## Question

Several programs compute the same platinum crystal with the same functional, PBE, and find the volume at which its energy is lowest. They differ in how they describe the electrons near the nucleus and in the functions from which they build the electron waves.

Fcc platinum in PBE without spin polarisation or spin-orbit coupling, on a 12×12×12 k mesh with Fermi-Dirac smearing of 0.05 eV. Volume, bulk modulus and its slope come from a Birch-Murnaghan fit to static-lattice energies at seven volumes from 14.18 to 15.98 Å³/atom. Under basis, values in eV are plane-wave cutoffs and Kmax is in 1/bohr.

| program | potentials | basis | equilibrium volume (Å³/atom) | bulk modulus (GPa) | bulk modulus slope |
| --- | --- | --- | --- | --- | --- |
| Quantum ESPRESSO | SSSP 1.3 efficiency PBE | 748 eV | ? | ? | ? |
| ABACUS | PseudoDojo NC SR 0.4.1 PBE standard | 1143 eV | 15.623 | 249.30 | 5.330 |
| JDFTx | PseudoDojo SR PBE 0.5 standard | 1143 eV | 15.624 | 249.30 | 5.320 |
| VASP | VASP PAW PBE potentials, recommended | 520 eV | 15.628 | 250.00 | 5.340 |
| GPAW | GPAW PAW data sets (gpaw data 1.2.1) | 600 eV | 15.637 | 245.40 | 5.390 |
| FLEUR | all electron | 3.8 Kmax | 15.640 | 254.30 | 4.760 |
| Ansatz LAPW | all electron LAPW, scalar relativistic | 0.0005 eV/atom basis error | ? | ? | ? |
| Ansatz | Ansatz PAW | 420 eV | 15.654 | 248.60 | 5.320 |
| Octopus | pseudodojo_pbe | default | 15.692 | 249.40 | 4.640 |
| ABINIT | JTH PAW PBE v2.0 | 435 eV | 15.702 | 249.40 | 5.410 |
| SIESTA | PseudoDojo 0.4 standard NC | DZP | 15.824 | 236.80 | 5.810 |

The bulk modulus measures resistance to compression, and its slope tells how fast that resistance grows with pressure. Explain what moves the equilibrium volume from one program to another. Then predict the three results for Quantum ESPRESSO and for Ansatz LAPW, each with a range.

## Model answer

**What moves a minimum.** Picture a weight hanging on a spring. Changing the zero of energy leaves the weight where it is, but a small extra force shifts it, and a soft spring gives way further. A crystal responds in the same way to an error in its computed energy: only the part that changes with volume matters. The analogy holds for small shifts, since a real crystal, unlike an ideal spring, stiffens as it is compressed.

Near its minimum the energy per atom is

$$E(V)\approx E_0+\frac{B_0}{2V_0}(V-V_0)^2,$$

where $V_0$ is the equilibrium volume and $B_0$ the bulk modulus. Add an error that changes by $t$ per unit of volume, and set the derivative to zero:

$$\frac{B_0}{V_0}(V-V_0)+t=0\quad\Rightarrow\quad \Delta V=-\frac{V_0}{B_0}\,t .$$

**One estimate in full.** Take ABACUS as the reference. Its modulus of 249.3 GPa, divided by 160.2 GPa per eV/Å³, is 1.556 eV/Å³, so $V_0/B_0=15.623/1.556=10.04$ Å⁶/eV. Between two computed volumes that enclose the minima of both programs, SIESTA's energy falls relative to that of ABACUS by 0.0192 eV per Å³. The shift is therefore $10.04\times0.0192=0.193$ Å³, against 0.201 Å³ in the table.

No constant was adjusted for this estimate, and over the known rows the rule errs by at most 0.008 Å³. Both sides come from the same energy curves, however, so the agreement shows how an energy error becomes a volume error, not where the error arises. The printed output below gives the comparison for each known row. FLEUR's row is no real test: its energies enter rounded to 1 meV, which alone leaves its estimated shift uncertain by up to 0.017 Å³.

**Where the error arises.** SIESTA uses a potential of the same family as ABACUS, but builds its waves from a few atom-like orbitals. Its energy lies 470 meV above that of ABACUS at the smallest volume and 430 meV above at the largest. Most of this large error is constant and harmless; the 40 meV that change push the minimum outward. A small basis can only raise the energy, as is seen here, and this one is known to be short in the outer orbitals that lie above the semicore shells, the filled shells just below the valence electrons. No larger basis was tried. Why the error grows on compression is argued here, not tested: compression distorts the electron waves further from their free-atom shapes, and a small set of orbitals follows less well. An opposite effect competes with this one: in a compressed crystal the orbitals of neighbouring atoms overlap more and help to describe each other's electrons. A small basis therefore need not enlarge every crystal.

Plane waves are not tied to atomic shapes, and with an adequate cutoff their error changes little with volume. What then separates such programs should be mainly the potential. ABACUS and JDFTx fit this picture: with practically the same potential and the same cutoff, two different codes agree to 0.001 Å³. Since they share both, they cannot show that the potential matters more than the cutoff. The cutoffs in the table are usual working values and none was raised as a test, so the differences between plane-wave programs may also contain basis error. Octopus also uses a potential of this family, but on a grid of points in space. Its energy drifts from 6.4 meV above that of ABACUS at the smallest volume to 5.5 meV below at the largest, which accounts for its larger volume. An error of the grid is the likely cause, but no finer grid was tried.

**Forecast for Quantum ESPRESSO.** It uses plane waves with a potential library that no other row uses. Five known rows have distinct plane-wave potentials: ABACUS, VASP, GPAW, Ansatz and ABINIT. Their median is the forecast, and their scatter sets the range. ABINIT lies furthest out in volume; whether its data set or its cutoff is responsible is untested. Quantum ESPRESSO should join the close group formed by the other four, JDFTx and FLEUR, which spans only 0.2% in volume.

**Forecast for Ansatz LAPW.** This method treats every electron and has no pseudopotential, so the natural guide to its volume is FLEUR, the other all-electron program. FLEUR's modulus is a poorer guide. The minimum lies near the outer end of the computed volumes, where a slightly high modulus and a slightly low slope can compensate each other in the fit. FLEUR's energies scatter about their fitted curve some twenty times more than those of ABACUS, which leaves room for such a trade. FLEUR exceeds ABACUS by 5 GPa at the minimum but by only 1.7 GPa at the central volume. The modulus and slope are therefore taken from the five plane-wave rows, with wider ranges.

| Program | Volume (Å³/atom) | Modulus (GPa) | Slope |
|---|---|---|---|
| Quantum ESPRESSO | 15.637 ± 0.065 | 249.3 ± 4 | 5.34 ± 0.1 |
| Ansatz LAPW | 15.640 ± 0.02 | 249.3 ± 5 | 5.34 ± 0.6 |

The ranges are judgements, not standard deviations.

## Computed values

The withheld rows as computed:

| program | potentials | basis | equilibrium volume (Å³/atom) | bulk modulus (GPa) | bulk modulus slope |
| --- | --- | --- | --- | --- | --- |
| Quantum ESPRESSO | SSSP 1.3 efficiency PBE | 748 eV | 15.618 | 250.30 | 5.330 |
| Ansatz LAPW | all electron LAPW, scalar relativistic | 0.0005 eV/atom basis error | 15.652 | 248.50 | 5.330 |

## Remarks on the reasoning

**The volumes.** Both fall within their ranges. Quantum ESPRESSO comes out 0.019 Å³ below its forecast, just beyond the lower edge of the close group. It passes that edge by 0.005 Å³, which is also the amount by which VASP's volume would move if its free energies were fitted instead of its energies. So small a step deserves no physical explanation. The known rows stand in order of volume, which betrayed the rank of both withheld rows; the forecasts made no use of it, and a correct rank earns no credit.

**The all-electron guide.** Ansatz LAPW lies 0.012 Å³ above FLEUR, more than half of the range allowed. It lies only 0.002 Å³ below the PAW calculation of the same program. Neither difference should be given a physical cause: the basis error stated for the LAPW run would alone move its volume by about 0.008 Å³ if it built up fully between the two volumes used in the estimate above, and FLEUR's fit is loose as well. Treating every electron removes the error of the pseudopotential, but leaves those of the basis, the fit and the approximate treatment of relativity.

**The moduli.** Quantum ESPRESSO is 1.0 GPa above its forecast and Ansatz LAPW 0.8 GPa below, while both slopes miss by only 0.01. Copying FLEUR's modulus would have missed Ansatz LAPW by 5.8 GPa, so the distrust of that value was justified. The ranges for modulus and slope proved generous, and hits inside them are a mild test.

**A tempting extension.** SIESTA's low modulus looks like that of an expanded crystal: ABACUS's curve, carried out to SIESTA's volume, gives 233 GPa, close to the 237 GPa computed. The closeness proves little, since SIESTA's energies scatter more about their fitted curve than those of any other row, which leaves its modulus uncertain. ABINIT, whose fit is tight, speaks against a general rule: the same step predicts 243 GPa where the program finds 249 GPa. An energy error can change the curvature as well as the tilt.

**What to carry over.** When two programs disagree on a volume, compare how their energy difference changes with volume, not how large it is. For platinum, 1 meV per Å³ moves the minimum by 0.01 Å³; a softer crystal of equal atomic volume would move further. Agreement between programs is not agreement with nature: PBE is known to make platinum too large, and these programs share that error.

Output of the analysis:

```
Against ABACUS (tilt columns are empty zeros on withheld rows):
               row  energy tilt meV/A3  shift from tilt A3  computed shift A3  modulus at 15.08 A3 in GPa  ABACUS modulus at volume of row in GPa
  Quantum ESPRESSO                   0                   0             -0.005                       300.5                                   249.7
            ABACUS                   0                   0                  0                       299.8                                   249.3
             JDFTx            -0.03316           0.0003329              0.001                       299.8                                   249.2
              VASP              -0.436            0.004378              0.005                       301.2                                   248.9
              GPAW              -1.406             0.01412              0.014                       297.1                                   248.1
             FLEUR              -1.973             0.01981              0.017                       301.5                                   247.9
       Ansatz LAPW                   0                   0              0.029                       301.7                                   246.8
            Ansatz              -3.133             0.03146              0.031                       301.9                                   246.7
           Octopus              -6.698             0.06725              0.069                       298.9                                   243.5
            ABINIT              -7.752             0.07783              0.079                       308.7                                   242.7
            SIESTA              -19.21              0.1929              0.201                       310.3                                   232.9
Volume shift for a tilt of 1 meV/A3, in A3/atom: 0.01004
Largest miss of the tilt rule on known rows, A3/atom: 0.008081
SIESTA energy above ABACUS at smallest volume, meV: 469.7
SIESTA energy above ABACUS at largest volume, meV: 430.1
Octopus energy above ABACUS at smallest volume, meV: 6.44
Octopus energy above ABACUS at largest volume, meV: -5.49
VASP volume shift if free energies were fitted, A3/atom: 0.004977
Volume shift if 0.5 meV basis error changed fully over 0.60 A3, A3/atom: 0.008323
Volume span of the six close known rows, percent: 0.1982
FLEUR less ABACUS modulus at the minima, GPa: 5
FLEUR less ABACUS modulus at 15.08 A3, GPa: 1.712
Forecast and computed volume and modulus (miss is computed less forecast):
               row  forecast volume  range  computed volume    miss  forecast modulus  range GPa  computed modulus  miss GPa
  Quantum ESPRESSO            15.64  0.065            15.62  -0.019             249.3          4             250.3         1
            ABACUS            15.64  0.065            15.62  -0.014             249.3          4             249.3         0
             JDFTx            15.64  0.065            15.62  -0.013             249.3          4             249.3         0
              VASP            15.64  0.065            15.63  -0.009             249.3          4               250       0.7
              GPAW            15.64  0.065            15.64       0             249.3          4             245.4      -3.9
             FLEUR            15.64   0.02            15.64       0             249.3          5             254.3         5
       Ansatz LAPW            15.64   0.02            15.65   0.012             249.3          5             248.5      -0.8
            Ansatz            15.64  0.065            15.65   0.017             249.3          4             248.6      -0.7
           Octopus            15.64  0.065            15.69   0.055             249.3          4             249.4       0.1
            ABINIT            15.64  0.065             15.7   0.065             249.3          4             249.4       0.1
            SIESTA            15.64  0.065            15.82   0.187             249.3          4             236.8     -12.5
Forecast modulus slope for both withheld rows: 5.34
Quantum ESPRESSO computed less forecast slope (range 0.1): -0.01
Ansatz LAPW computed less forecast slope (range 0.6): -0.01
Ansatz LAPW modulus less FLEUR modulus, the rival forecast, GPa: -5.8
```
